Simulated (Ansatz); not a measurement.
# Co in Ansatz: a series of runs

One slab, Co, is run at these levels: PBE; tasks: single point.

All numbers are computed with Ansatz 0.2.0; they aren't measurements. Logs are shortened: lines on timing, memory, paths and dates and some standing lists are left out, and cuts for length are marked.

## (1) The cell of the first run

The cell holds a slab with vacuum, 6 atoms: a = 2.540 Å, b = 2.540 Å, c = 25.367 Å, α = 90.00°, β = 90.00°, γ = 120.00°.

## (2) Single point, PBE, collinear spin, random start (the (1 1 1) slab of Co, cut from the database cell, not relaxed)

File input.yaml:

```yaml
crystal:
  lattice:
    - [2.539503294, 0.0, 0.0]
    - [-1.269751647, 2.1992743656, 0.0]
    - [0.0, 0.0, 25.3674787838]
  atoms:
    - { symbol: Co, position: [0.6666666667, 0.3333333333, 0.2956541351], spin: 0.68 }
    - { symbol: Co, position: [0.3333333333, 0.6666666667, 0.3773924811], spin: -2.21 }
    - { symbol: Co, position: [0.0, 0.0, 0.459130827], spin: 1.27 }
    - { symbol: Co, position: [0.6666666667, 0.3333333333, 0.540869173], spin: 0.83 }
    - { symbol: Co, position: [0.3333333333, 0.6666666667, 0.6226075189], spin: -2.37 }
    - { symbol: Co, position: [0.0, 0.0, 0.7043458649], spin: 1.06 }
hamiltonian:
  xc: pbe
  pseudopotentials: { kind: paw }
magnetization:
  spin_polarized: true
kpoints:
  mp_grid: { grid: [12, 12, 1] }
scf:
  occupations: { method: fermi_dirac, width: 0.05 }
output:
  forces: true
  eigenvalues: true
efield:
  axis: 3
  dipole_correction: true
  ramp_width: 0.04
```

Potentials or basis: Ansatz PAW.

Launch:

```
$ ansatz run input.yaml --threads 4 --pin off --max-ram 11264MiB --backend cpu --events-out ev --progress --plain --runs-dir out
```

Log:

```text
Warning: RAYON_NUM_THREADS=4 ignored (pool sized by the plan → 4); use --threads N
Engine: ansatz 0.2.0, aarch64-unknown-linux-gnu
Pseudopotentials: kind: paw
Pseudopotential: Co, paw, valence charge 17, recommended cutoff 420 eV (normal), Co.paw.azcp
Functional definition: PBE
  parameter kappa = 0.804
  parameter beta = 0.06672455060314922
  exchange = pbe_x(kappa = kappa, mu = beta*pi^2/3)
  correlation = pbe_c(beta = beta)
Crystal: 6 atoms, lattice volume = 141.679 Å³
Basis set: ecut = 420 eV, 2827 PW (Γ), exchange–correlation on 36×36×360 points (8 copies of the dense FFT grid, shifted against one another)
Bands: 67, of which v1, the nominal top of the filled ones, is band 51 counted from 1 (50 counted from 0)
Symmetry: 6 space group operations
k-points: 19 of 144 (time reversal used)
Non-local potential: Co, projectors of the file, l = 0: 3, l = 1: 2, l = 2: 3, l = 3: 1
PAW form: soft (Blöchl's): semilocal exchange-correlation on the pseudo side does not see the compensation charge
PAW one-centre angular grid: Co, 590 points (default); XC on 64 Gauss nodes
Initial density: superposition of atomic densities (neutral atoms: chi_scale 0, normalization atom)
Starting moments: Σ|m| = 8.42 μB on 6 of 6 sites
Initial wavefunctions: pseudopotential atomic-orbital guess
Functional: x = pbe(κ = 0.804, μ = 0.2195149727645171), c = pbe(β = 0.06672455060314922)
SCF iter   1: F=—  HF=-30751.403888 eV  |F-HF|=—  |Δ(HF+E_count)|=         —  Δρ=4.08e-2 (↑3.05e-2 ↓4.08e-2)  dr2=7.93e0  dr2_m=2.00e-1  M=-0.255 μB ∫|m|=8.043 μB  β_m=0.46  ethr=3.10e-3  p=-0.000 e·Å  D=-9.74e-14 V/Å  ΔV_dip=0.00 eV  dr2_dipole=9.32e-3  V_vac-E_F(+/−)=7.38/7.38 eV  ⟨swp⟩=8.0  Hψ=11350  notcnv=0  defer=77
Mixer restart at iter 1: flushing history
efield: sawtooth ramp at fractional position 0.9800 (placed from the atoms, in the widest stretch of the axis that holds none; the zero of the levels goes with the place), width 0.0400; the density the first Hamiltonian is built on has a dipole p = -0.000 e·Å; the dipole correction subtracts the counter field D = -9.74e-14 V/Å, which shifts the + side's vacuum level by +0.00 eV against the − side's; the planar-averaged density in the ramp window peaks in size at 3.4e-5 e/Å³
preconditioner: auto → LDOS  [metal: Δε(μ)=0.002 eV  Ē_g=6.738 eV  σ=0.050 eV  W_gap=0.01  n_scr=20 (ndim 8)  ℏωp=22.9 eV  f_vac=0.463  D(μ)=16.29/eV (n_scr^D=210)]
spin=Collinear: LDOS preconditioning applied to the charge; magnetization (m = ρ↑ − ρ↓) channel mixes plain (no charge-response kernel on spin).
SCF iter   2: F=—  HF=-30750.494379 eV  |F-HF|=—  |Δ(HF+E_count)|=   9.10e-1  Δρ=1.33e-2 (↑1.31e-2 ↓1.33e-2)  dr2=4.96e-1  dr2_m=1.61e-1  M=-0.063 μB ∫|m|=8.151 μB  β_m=0.34  ethr=3.10e-3  p=-0.000 e·Å  D=-2.44e-4 V/Å  ΔV_dip=0.01 eV  dr2_dipole=5.38e-4  V_vac-E_F(+/−)=6.49/6.48 eV  ⟨swp⟩=2.3  Hψ=4356  notcnv=0  defer=166
density mixer auto → msr1: a metal under ldos (density of states about μ 4.53 of a free-electron gas's, 20 screened modes)
SCF iter   3: F=—  HF=-30752.165882 eV  |F-HF|=—  |Δ(HF+E_count)|=    1.67e0  Δρ=1.06e-2 (↑1.02e-2 ↓1.06e-2)  dr2=9.41e-2  dr2_m=1.19e-1  M=0.120 μB ∫|m|=8.181 μB  β_m=0.53  ethr=4.86e-4  p=-0.001 e·Å  D=-1.58e-3 V/Å  ΔV_dip=0.04 eV  dr2_dipole=1.48e-3  V_vac-E_F(+/−)=5.95/5.91 eV  ⟨swp⟩=2.9  Hψ=4168  notcnv=0  defer=160
SCF iter   4: F=—  HF=-30754.383576 eV  |F-HF|=—  |Δ(HF+E_count)|=         —  Δρ=6.96e-2 (↑6.65e-2 ↓6.96e-2)  dr2=1.64e-1  dr2_m=5.99e0  M=3.579 μB ∫|m|=9.749 μB  β_m=1.00  ethr=9.22e-5  p=-0.002 e·Å  D=-2.34e-3 V/Å  ΔV_dip=0.06 eV  dr2_dipole=3.16e-4  V_vac-E_F(+/−)=5.16/5.10 eV  ⟨swp⟩=3.4  Hψ=5464  notcnv=0  defer=160  κ⁻¹=1.3e-2(r=2)
SCF iter   5: F=—  HF=-30754.057102 eV  |F-HF|=—  |Δ(HF+E_count)|=   3.26e-1  Δρ=2.24e-2 (↑2.24e-2 ↓9.51e-3)  dr2=2.74e-1  dr2_m=3.00e-1  M=4.040 μB ∫|m|=9.569 μB  β_m=0.53  ethr=4.90e-5  p=-0.001 e·Å  D=-1.03e-3 V/Å  ΔV_dip=0.03 eV  dr2_dipole=1.18e-6  V_vac-E_F(+/−)=4.99/4.97 eV  ⟨swp⟩=3.2  Hψ=6326  notcnv=0  defer=163
[... 9 lines left out ...]
SCF iter  13: F=—  HF=-30755.176938 eV  |F-HF|=—  |Δ(HF+E_count)|=   4.68e-4  Δρ=2.26e-4 (↑2.26e-4 ↓2.04e-4)  dr2=2.13e-5  dr2_m=5.17e-5  M=10.431 μB ∫|m|=11.493 μB  β_m=0.69  ethr=1.58e-6  p=0.000 e·Å  D=2.84e-5 V/Å  ΔV_dip=-0.00 eV  dr2_dipole=1.71e-8  V_vac-E_F(+/−)=5.00/5.00 eV  ⟨swp⟩=2.7  Hψ=5102  notcnv=0  defer=180
SCF iter  14: F=—  HF=-30755.176981 eV  |F-HF|=—  |Δ(HF+E_count)|=   4.35e-5  Δρ=8.46e-5 (↑8.46e-5 ↓6.75e-5)  dr2=1.35e-5  dr2_m=3.65e-6  M=10.433 μB ∫|m|=11.495 μB  β_m=0.68  ethr=2.09e-8  p=0.000 e·Å  D=1.47e-5 V/Å  ΔV_dip=-0.00 eV  dr2_dipole=1.81e-7  V_vac-E_F(+/−)=5.00/5.00 eV  ⟨swp⟩=2.6  Hψ=5082  notcnv=0  defer=180
SCF iter  15: F=—  HF=-30755.176982 eV  |F-HF|=—  |Δ(HF+E_count)|=   4.39e-7  Δρ=6.91e-5 (↑4.03e-5 ↓6.91e-5)  dr2=2.35e-6  dr2_m=3.55e-6  M=10.433 μB ∫|m|=11.495 μB  β_m=0.78  ethr=1.32e-8  p=0.000 e·Å  D=5.14e-6 V/Å  ΔV_dip=-0.00 eV  dr2_dipole=1.48e-8  V_vac-E_F(+/−)=5.00/5.00 eV  ⟨swp⟩=2.5  Hψ=4388  notcnv=0  defer=180
SCF iter  16: F=—  HF=-30755.176983 eV  |F-HF|=—  |Δ(HF+E_count)|=   9.42e-7  Δρ=2.66e-5 (↑1.10e-5 ↓2.66e-5)  dr2=1.01e-6  dr2_m=3.13e-7  M=10.433 μB ∫|m|=11.495 μB  β_m=0.72  ethr=2.30e-9  p=0.000 e·Å  D=7.36e-6 V/Å  ΔV_dip=-0.00 eV  dr2_dipole=6.37e-11  V_vac-E_F(+/−)=5.00/5.00 eV  ⟨swp⟩=2.6  Hψ=4477  notcnv=0  defer=180
SCF iter  17: F=—  HF=-30755.176983 eV  |F-HF|=—  |Δ(HF+E_count)|=   6.95e-8  Δρ=6.22e-6 (↑5.55e-6 ↓6.22e-6)  dr2=1.17e-7  dr2_m=1.59e-8  M=10.434 μB ∫|m|=11.495 μB  β_m=0.66  ethr=9.92e-10  p=-0.000 e·Å  D=-1.80e-6 V/Å  ΔV_dip=0.00 eV  dr2_dipole=2.80e-10  V_vac-E_F(+/−)=5.00/5.00 eV  ⟨swp⟩=2.0  Hψ=3520  notcnv=0  defer=180
SCF iter  18: F=—  HF=-30755.176983 eV  |F-HF|=—  |Δ(HF+E_count)|=   3.09e-8  Δρ=3.56e-6 (↑2.94e-6 ↓3.56e-6)  dr2=4.55e-8  dr2_m=3.27e-9  M=10.434 μB ∫|m|=11.495 μB  β_m=0.56  ethr=1.15e-10  p=0.000 e·Å  D=1.14e-6 V/Å  ΔV_dip=-0.00 eV  dr2_dipole=1.09e-9  V_vac-E_F(+/−)=5.00/5.00 eV  ⟨swp⟩=3.1  Hψ=4903  notcnv=0  defer=180
SCF iter  19: F=-30755.176983 eV  HF=-30755.176983 eV  |F-HF|=3.46e-8  |Δ(HF+E_count)|=   1.47e-9  Δρ=3.36e-6 (↑1.98e-6 ↓3.36e-6)  dr2=4.61e-8  dr2_m=2.12e-9  M=10.434 μB ∫|m|=11.495 μB  ethr=4.46e-11  p=0.000 e·Å  D=4.79e-7 V/Å  ΔV_dip=-0.00 eV  dr2_dipole=1.42e-9  V_vac-E_F(+/−)=5.00/5.00 eV  ⟨swp⟩=12.0  Hψ=12616  notcnv=0
SCF 1 converged in 19 iterations: F = -30755.176983 eV  dr2 = 4.61e-8
SCF converged after 19 iterations
Magnetization: 10.4337 μB (56.2169 up, 45.7831 down)
Absolute magnetization: 11.4975 μB (∫|ρ↑−ρ↓|, with the PAW one-centre terms)
Spin contamination: 0.2309 ħ² per cell (⟨S²⟩ above its minimum at these occupations)
Per-site moments (μB) at R_I (Å): [(1.8553402739538094, 1.047545108775414), (1.8074415925128575, 1.0475451083155538), (1.7858678650397872, 1.0475451083155538), (1.785869499288309, 1.0475451083155531), (1.807444256550408, 1.0475451083155531), (1.8553477541728705, 1.047545108775414)]
Free energy (F): -30755.176983 eV
Harris-Foulkes:  -30755.176983 eV  (|F-HF|=3.46e-8)
Internal energy: -30755.116512 eV  (E = F + TS)
E sigma→0 (E₀):  -30755.146748 eV
Entropy (-TS):   -0.060470 eV (-10.078 meV/atom)
Fermi energy:    6.058411 eV
Dipole field:    D = 0.000061 V/Å  (p = 0.000047 e·Å, saw-weighted, corrected)
Work function:   Φ+ = 4.9988 eV   Φ− = 5.0003 eV
Levels:          The Fermi level and band energies are counted from a zero that moves with the ramp; work functions are not
--- Per-component energies (eV) ---
  E_band       = -2749.758222
  E_kinetic    = 2706.273708
  E_local      = -206398.373442  (includes V_loc(G=0)·N_el)
  E_nonlocal   = 2731.268581
  E_hartree    = 101183.616062
  E_xc         = -946.721880
  E_vxc        = -1221.073163  (∫ρ·V_xc dr)
  E_paw        = -9093.542221  (= ΣΔE_a)
  E_vpaw       = -2935.012664  (= ΣTr[D̂ρ^β])
  E_aug_tail   = 0.000457  (compensation charges beyond the density's cutoff)
  E_efield     = 0.000000  (sawtooth field / dipole correction)
  E_vefield    = 0.000000  (∫n·V_field dr)
  E_ewald      = 79062.362221
  E_smearing   = -0.060470  (= −TS)
  E_closure    = 0.000000  (closes the sum)
  Σ components = -30755.176983   (vs F -30755.176983, Δ=0.00e0)
--- Forces (eV/Å), atoms counted from 1 ---
  atom   1  Co     0.00000000     0.00000000     0.69917284
  atom   2  Co    -0.00000000     0.00000000    -0.41917987
  atom   3  Co     0.00000000    -0.00000000     0.13465168
  atom   4  Co    -0.00000000     0.00000000    -0.13465309
  atom   5  Co     0.00000000    -0.00000000     0.41917886
  atom   6  Co    -0.00000000     0.00000000    -0.69918213
  max |Σ_I F_I| component: 1.17e-5 eV/Å
--- Band table (eV; the first three rows and the last of 38) ---
  k-point 0 ↑: bands = ["-90.1516", "-90.1477", "-90.1298", "-90.1131", "-89.9975", "-89.9975", "-53.4980", "-53.4607", "-53.3904", "-53.3222", "-53.2922", "-53.2922", "-53.2885", "-53.2885", "-53.2845", "-53.2734", "-53.2734", "-53.2633", "-53.2591", "-53.2591", "-53.1132", "-53.1132", "-53.1132", "-53.1132", "-2.5030", "-1.8439", "-0.8569", "0.1961", "0.8677", "1.0362", "3.1294", "3.1994", "3.2736", "3.2736", "3.3121", "3.3296", "3.3839", "3.3839", "3.4286", "3.4286", "3.4941", "3.4941", "3.6429", "3.6429", "3.6746", "3.6746", "4.1237", "4.2749", "4.2749", "4.2936", "4.2936", "4.4306", "4.4306", "4.6811", "4.6811", "4.9101", "4.9101", "5.0691", "5.0691", "5.5890", "6.0738", "10.7038", "10.8135", "12.0272", "12.5095", "14.0411", "14.5533"]
  k-point 1 ↑: bands = ["-90.1493", "-90.1457", "-90.1280", "-90.1118", "-89.9957", "-89.9957", "-53.4931", "-53.4577", "-53.3906", "-53.3274", "-53.3037", "-53.2991", "-53.2960", "-53.2919", "-53.2892", "-53.2809", "-53.2764", "-53.2681", "-53.2648", "-53.2615", "-53.1258", "-53.1258", "-53.1163", "-53.1163", "-2.2720", "-1.6201", "-0.6444", "0.3943", "1.0453", "1.1934", "3.0191", "3.0799", "3.1592", "3.1920", "3.3047", "3.3449", "3.3692", "3.4469", "3.4712", "3.4833", "3.4999", "3.5850", "3.5935", "3.6541", "3.7211", "3.7679", "3.7824", "4.1661", "4.1788", "4.2820", "4.3135", "4.4166", "4.4410", "4.5292", "4.6830", "4.7237", "4.9147", "5.0770", "5.2467", "6.2062", "6.8096", "10.9192", "10.9995", "12.2338", "12.6442", "14.2414", "14.7270"]
  k-point 2 ↑: bands = ["-90.1431", "-90.1402", "-90.1232", "-90.1082", "-89.9908", "-89.9908", "-53.4795", "-53.4501", "-53.3953", "-53.3530", "-53.3344", "-53.3257", "-53.3110", "-53.3064", "-53.3013", "-53.2932", "-53.2847", "-53.2792", "-53.2695", "-53.2684", "-53.1599", "-53.1599", "-53.1248", "-53.1248", "-1.6044", "-0.9819", "-0.0565", "0.9148", "1.4992", "1.6031", "2.6905", "2.8310", "2.8735", "3.0087", "3.0771", "3.2507", "3.3766", "3.4016", "3.4628", "3.5699", "3.6030", "3.6294", "3.7069", "3.7462", "3.7911", "3.8916", "3.9157", "4.0080", "4.0231", "4.1636", "4.1940", "4.3221", "4.4615", "4.4936", "4.6840", "4.9255", "5.0532", "5.0974", "5.9571", "7.2187", "8.1085", "11.5390", "11.5651", "12.8527", "13.0806", "14.8508", "15.2531"]
  k-point 18 ↓: bands = ["-87.9253", "-87.9253", "-87.9137", "-87.9137", "-87.7386", "-87.7386", "-51.3293", "-51.3273", "-51.3273", "-51.2974", "-51.2960", "-51.2960", "-51.2719", "-51.2719", "-51.2238", "-51.2153", "-51.1972", "-51.1972", "-51.1123", "-51.1123", "-51.1023", "-51.1022", "-51.0383", "-51.0383", "3.4112", "3.4112", "3.4155", "3.5029", "3.5453", "3.5453", "3.5583", "3.6082", "3.6082", "3.9131", "3.9131", "4.4518", "4.4518", "4.4653", "4.5598", "5.0011", "5.0011", "5.1753", "5.1782", "6.1204", "6.1204", "6.1552", "6.2815", "6.2815", "6.7542", "6.7542", "6.8410", "6.9555", "6.9555", "6.9724", "11.3970", "11.4121", "11.4121", "11.6737", "11.6737", "12.2673", "12.3101", "13.3524", "13.3524", "13.4570", "14.0994", "14.0994", "15.4953"]
```

It took 27 s on 4 threads of Arm Neoverse V1, shared host; peak memory 0.7 GiB.

Results:

```yaml
Free_energy: -30755.1770 eV
Largest_force: 0.699 eV/Å
Band_gap_on_the_k_mesh: none (metal or under the smearing width)
Net_moment: 10.43 μB per cell
Absolute_moment: 11.50 μB per cell
Site_moments: Co +1.86, +1.81, +1.79 μB
Work_function_of_the_upper_face: 5.00 eV
Work_function_of_the_lower_face: 5.00 eV
Dipole_across_the_slab: 0.000 e·Å
```

Forces on the atoms (eV/Å):
```
Co   0.000  0.000  0.699
Co   0.000  0.000 -0.419
Co   0.000  0.000  0.135
Co   0.000  0.000 -0.135
Co   0.000  0.000  0.419
Co   0.000  0.000 -0.699
```

Levels at points of the mesh, in eV from the Fermi level:
Spin up:
```tsv
k point	band 55	band 56	band 57	band 58	band 59	band 60
(0.00, 0.00, 0.00)	-1.38	-1.15	-1.15	-0.99	-0.99	-0.47
(0.00, -0.50, 0.00)	0.17	1.09	1.81	2.21	2.36	2.39
```
Spin down:
| k point | band 41 | band 42 | band 43 | band 44 | band 45 | band 46 | band 47 | band 48 | band 49 | band 50 |
| --- | --- | --- | --- | --- | --- | --- | --- | --- | --- | --- |
| (0.00, 0.00, 0.00) | -0.88 | -0.84 | -0.84 | -0.65 | -0.65 | -0.63 | -0.63 | -0.16 | 0.04 | 0.32 |
| (0.00, -0.50, 0.00) | -0.61 | -0.17 | -0.11 | 0.34 | 0.51 | 0.57 | 0.79 | 1.07 | 1.09 | 1.12 |

Caveat: the cell was measured hot, at 1300 K; the starting moments weren't kept.

(Continued in part 2 of 2.)
